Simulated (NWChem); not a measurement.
**One shape, several levels: C5H6 (cyclopentadiene)**

We compute a comparison of 6 runs (BHLYP/6-31G*, B3LYP/6-31G*, M06-2X/6-31G*, M06-L/6-31G*, PBE0/6-31G*, r2SCAN/6-31G*) of C5H6 (cyclopentadiene). 

Program for the calculation: NWChem 7.3.0.

**1. The molecule**

C5H6 has 11 atoms, charge 0, and is taken as a singlet. SMILES: `C1=CCC=C1`. Geometry: relaxed at PBE0-D4/def2-TZVP.

Bond lengths: C1–C2 1.342 Å, C2–C3 1.493 Å, C3–C4 1.493 Å, C1–C5 1.460 Å, C4–C5 1.342 Å, C1–H6 1.082 Å, C2–H7 1.081 Å, C3–H8 1.098 Å, C3–H9 1.098 Å, C4–H10 1.081 Å, C5–H11 1.082 Å. Some angles: C1–C2–C3 109.1°, C2–C1–C5 109.2°, C2–C3–C4 103.4°, C3–C4–C5 109.1°, C1–C5–C4 109.2°, C1–C2–H7 126.8°, C3–C2–H7 124.1°, C2–C1–H6 126.1°, C5–C1–H6 124.7°, C2–C3–H8 112.0°.

**2. Energy and forces at BHLYP/6-31G(d) (spherical functions) (run 1)**

File test.nw:

```
echo
start test
title "C5H6 BHLYP"
memory stack 880 mb heap 220 mb global 1100 mb
charge 0
geometry units atomic noautosym nocenter noautoz
   C  -2.25047484  0.82316470 -0.47847865
   C  -1.37572062  0.02910178  1.76576009
   C   1.31524938 -0.76496114  1.47738788
   C   1.84418373 -0.30613563 -1.25477815
   C  -0.24453056  0.61491688 -2.35988998
   H  -4.13755535  1.51310371 -0.86152614
   H  -2.40996773 -0.04459754  3.52641792
   H   1.59776344 -2.75314199  1.99933024
   H   2.58155486  0.32711159  2.70608781
   H   3.64263608 -0.67501017 -2.15164217
   H  -0.43955030  1.12911136 -4.33011844
end
basis spherical bse
   C library 6-31G*
   H library 6-31G*
end
dft
   xc bhlyp
   grid xfine
   convergence energy 1e-08
   maxiter 100
   mulliken
   print low
end
task dft gradient
```

Run with:

```
$ nwchem test.nw > test.out
```

Log:

```text
[...]
 d= 0,ls=0.0,diis     1   -193.9239376450 -3.51D+02  6.49D-03  2.99D-01     4.5
[...]
 d= 0,ls=0.0,diis     9   -193.9720264829 -1.30D-09  7.97D-07  1.71D-09    37.0
         Total DFT energy =     -193.972026482875
      One electron energy =     -571.563172974371
           Coulomb energy =      249.461077885327
    Exchange-Corr. energy =      -29.283843822018
 Nuclear repulsion energy =      157.413912428187
[...]
      Total Density - Mulliken Population Analysis
     ---------------------------------------------
    Atom       Charge   Shell Charges
 -----------   ------   -------------------------------------------------------
    1 C    6     6.15   2.00  0.69  2.04  0.49  0.88  0.04
    2 C    6     6.16   2.00  0.68  2.04  0.52  0.89  0.04
    3 C    6     6.37   2.00  0.67  2.12  0.60  0.95  0.05
    4 C    6     6.16   2.00  0.68  2.04  0.52  0.89  0.04
    5 C    6     6.15   2.00  0.69  2.04  0.49  0.88  0.04
    6 H    1     0.84   0.53  0.32
    7 H    1     0.84   0.53  0.32
    8 H    1     0.82   0.52  0.30
    9 H    1     0.82   0.52  0.30
   10 H    1     0.84   0.53  0.32
[...]
                         DFT ENERGY GRADIENTS
    atom               coordinates                        gradient
                 x          y          z           x          y          z
   1 C      -2.250475   0.823165  -0.478479    0.004205   0.000199  -0.006858
   2 C      -1.375721   0.029102   1.765760    0.007002  -0.002646   0.002136
   3 C       1.315249  -0.764961   1.477388   -0.005862   0.003228  -0.006612
   4 C       1.844184  -0.306136  -1.254778    0.001429  -0.002100   0.007351
   5 C      -0.244531   0.614917  -2.359890   -0.006998   0.001436   0.003738
   6 H      -4.137555   1.513104  -0.861526   -0.003959   0.001364  -0.000540
   7 H      -2.409968  -0.044598   3.526418   -0.002219  -0.000111   0.003606
   8 H       1.597763  -2.753142   1.999330    0.000595  -0.003468   0.001019
   9 H       2.581555   0.327112   2.706088    0.002288   0.001855   0.002238
  10 H       3.642636  -0.675010  -2.151642    0.003678  -0.000738  -0.001939
  11 H      -0.439550   1.129111  -4.330118   -0.000158   0.000982  -0.004141
[...]
```

It took 45 s on 1 thread of Intel Xeon Platinum 8488C (Sapphire Rapids), shared host; peak memory 0.15 GiB.

**3. Energy and forces at B3LYP/6-31G(d) (spherical functions) (run 2)**

File run.nw:

```
start run
memory total 2200 mb
geometry units angstrom noautosym nocenter noautoz
   C       -1.190900       0.435600      -0.253200
   C       -0.728000       0.015400       0.934400
   C        0.696000      -0.404800       0.781800
   C        0.975900      -0.162000      -0.664000
   C       -0.129400       0.325400      -1.248800
   H       -2.189500       0.800700      -0.455900
   H       -1.275300      -0.023600       1.866100
   H        0.845500      -1.456900       1.058000
   H        1.366100       0.173100       1.432000
   H        1.927600      -0.357200      -1.138600
   H       -0.232600       0.597500      -2.291400
end
basis spherical bse
   * library 6-31G*
end
dft
   xc b3lyp
   grid xfine
   convergence energy 1e-08
   maxiter 100
   mulliken
end
task dft gradient
```

Run with:

```
$ nwchem run.nw > run.out
```

Log, cut to the lines that bear on the results:

```text
[...]
          Wavefunction type:  closed shell.
          No. of atoms     :    11
          No. of electrons :    36
[...]
          Charge           :     0
          Spin multiplicity:     1
[...]
          AO basis - number of functions:    82
[...]
              XC Information
              --------------
                         B3LYP Method XC Potential
                     Hartree-Fock (Exact) Exchange  0.200
                        Slater Exchange Functional  0.800 local
                    Becke 1988 Exchange Functional  0.720 non-local
              Lee-Yang-Parr Correlation Functional  0.810
                  VWN I RPA Correlation Functional  0.190 local
[...]
 d= 0,ls=0.0,diis     1   -194.0472601019 -3.51D+02  9.15D-03  3.90D-01     4.9
[...]
 d= 0,ls=0.0,diis     8   -194.0966803363  3.47D-10  1.22D-06  1.98D-08    34.1
         Total DFT energy =     -194.096680336263
      One electron energy =     -571.719380240111
           Coulomb energy =      249.618285479700
    Exchange-Corr. energy =      -29.409509301760
 Nuclear repulsion energy =      157.413923725908
[...]
      Total Density - Mulliken Population Analysis
     ---------------------------------------------
[...]
  wavefunction    = closed shell
                         DFT ENERGY GRADIENTS
    atom               coordinates                        gradient
                 x          y          z           x          y          z
   1 C      -2.250475   0.823165  -0.478479    0.006800  -0.002768   0.002468
   2 C      -1.375721   0.029102   1.765760    0.004392   0.000327  -0.007220
   3 C       1.315249  -0.764961   1.477388   -0.004772   0.002607  -0.005380
   4 C       1.844184  -0.306136  -1.254778   -0.007376   0.001522   0.003809
   5 C      -0.244531   0.614917  -2.359890    0.001777  -0.002182   0.007263
   6 H      -4.137555   1.513104  -0.861526    0.001886  -0.000801   0.000770
   7 H      -2.409968  -0.044598   3.526418    0.000864   0.000165  -0.001888
   8 H       1.597763  -2.753142   1.999330   -0.000639   0.002128  -0.000918
   9 H       2.581555   0.327112   2.706088   -0.001577  -0.000792  -0.001588
  10 H       3.642636  -0.675010  -2.151642   -0.001921   0.000443   0.000711
  11 H      -0.439550   1.129111  -4.330118    0.000566  -0.000651   0.001973
[...]
```

Run time: 42 s. Hardware: 1 thread of Intel Xeon Platinum 8488C (Sapphire Rapids), shared host; peak memory 0.15 GiB.

Runs 3 to 5 aren't shown in full; the table further down has their settings and results.

**4. Energy and forces at r2SCAN/6-31G(d) (spherical functions) (run 6)**

File c5h6.nw:

```
start c5h6
memory stack 880 mb heap 220 mb global 1100 mb

geometry units angstrom noautosym nocenter noautoz
  C    -1.190900    0.435600   -0.253200
  C    -0.728000    0.015400    0.934400
  C     0.696000   -0.404800    0.781800
  C     0.975900   -0.162000   -0.664000
  C    -0.129400    0.325400   -1.248800
  H    -2.189500    0.800700   -0.455900
  H    -1.275300   -0.023600    1.866100
  H     0.845500   -1.456900    1.058000
  H     1.366100    0.173100    1.432000
  H     1.927600   -0.357200   -1.138600
  H    -0.232600    0.597500   -2.291400
end

basis "ao basis" spherical bse
  * library 6-31G*
end

dft
  xc r2scan
  grid xfine
  convergence energy 1e-08
  iterations 100
  mulliken
  print medium
end

task dft gradient
```

Run with:

```
$ nwchem c5h6.nw > c5h6.out
```

Log:

```text
[...]
          Wavefunction type:  closed shell.
          No. of atoms     :    11
          No. of electrons :    36
[...]
          Charge           :     0
          Spin multiplicity:     1
[...]
          AO basis - number of functions:    82
[...]
              XC Information
              --------------
                      r^2SCAN Method XC Functional
               r^2SCAN metaGGA Exchange Functional  1.000
                     r^2SCAN Correlation Potential  1.000
[...]
 d= 0,ls=0.0,diis     1   -193.9347013232 -3.51D+02  6.98D-03  3.14D-01     5.9
[...]
 d= 0,ls=0.0,diis     8   -193.9710683160  4.12D-10  1.04D-06  6.09D-09    46.3
         Total DFT energy =     -193.971068316049
      One electron energy =     -571.627418002344
           Coulomb energy =      249.506187666157
    Exchange-Corr. energy =      -29.263761705771
 Nuclear repulsion energy =      157.413923725908
[...]
      Total Density - Mulliken Population Analysis
     ---------------------------------------------
    Atom       Charge   Shell Charges
 -----------   ------   -------------------------------------------------------
    1 C    6     6.15   2.00  0.69  2.04  0.52  0.85  0.04
    2 C    6     6.17   2.00  0.69  2.03  0.55  0.86  0.04
    3 C    6     6.41   2.00  0.68  2.11  0.61  0.97  0.04
    4 C    6     6.17   2.00  0.69  2.03  0.55  0.86  0.04
    5 C    6     6.15   2.00  0.69  2.04  0.52  0.85  0.04
    6 H    1     0.84   0.53  0.32
    7 H    1     0.84   0.53  0.31
    8 H    1     0.80   0.51  0.29
    9 H    1     0.80   0.51  0.29
   10 H    1     0.84   0.53  0.31
[...]
  wavefunction    = closed shell
                         DFT ENERGY GRADIENTS
    atom               coordinates                        gradient
                 x          y          z           x          y          z
   1 C      -2.250475   0.823165  -0.478479    0.004762  -0.003122   0.006851
   2 C      -1.375721   0.029102   1.765760    0.000439   0.002073  -0.009329
   3 C       1.315249  -0.764961   1.477388   -0.001722   0.000843  -0.001932
   4 C       1.844184  -0.306136  -1.254778   -0.009047   0.003031  -0.000441
   5 C      -0.244531   0.614917  -2.359890    0.006204  -0.003211   0.005580
   6 H      -4.137555   1.513104  -0.861526    0.003048  -0.001213   0.000948
   7 H      -2.409968  -0.044598   3.526418    0.001425   0.000241  -0.002998
   8 H       1.597763  -2.753142   1.999330   -0.000675   0.002899  -0.001042
   9 H       2.581555   0.327112   2.706088   -0.002017  -0.001289  -0.002002
  10 H       3.642636  -0.675010  -2.151642   -0.003046   0.000695   0.001183
  11 H      -0.439550   1.129111  -4.330118    0.000630  -0.000948   0.003181
[...]
```

Wall time 61 s (1 thread of Intel Xeon Platinum 8488C (Sapphire Rapids), shared host); peak memory 0.15 GiB.

**5. Overview of the runs**

| run | level | energy (Eh) | largest force (eV/Å) | wall time |
| --- | --- | --- | --- | --- |
| 1 | BHLYP/6-31G* (spherical functions) | -193.972026 | 0.484 | 45 s |
| 2 | B3LYP/6-31G* (spherical functions) | -194.096680 | 0.435 | 42 s |
| 3 | M06-2X/6-31G* (spherical functions) | -194.002147 | 0.376 | 65 s |
| 4 | M06-L/6-31G* (spherical functions) | -194.064543 | 0.289 | 74 s |
| 5 | PBE0/6-31G* (spherical functions) | -193.860099 | 0.216 | 44 s |
| 6 | r2SCAN/6-31G* (spherical functions) | -193.971068 | 0.492 | 61 s |

**6. Summary of results**

| quantity | value |
| --- | --- |
| run 6: total energy | -193.97107 Eh |
| run 6: dipole moment | 0.51 D |
| run 6: HOMO energy | -5.16 eV |
| run 6: LUMO energy | -0.92 eV |
| run 6: HOMO–LUMO gap | 4.25 eV |
| run 6: largest force on an atom | 0.492 eV/Å |

In words: Over runs 2, 3, 4, 5, 6 the dipole moment (its size) runs from 0.45 D (B3LYP/6-31G*) to 0.51 D (r2SCAN/6-31G*). Over runs 2, 3, 4, 5, 6 the HOMO–LUMO gap runs from 4.23 eV (M06-L/6-31G*) to 8.05 eV (M06-2X/6-31G*). Totals of different functionals can't be ranked against each other. All runs together took 5.5 min, the longest 74 s.
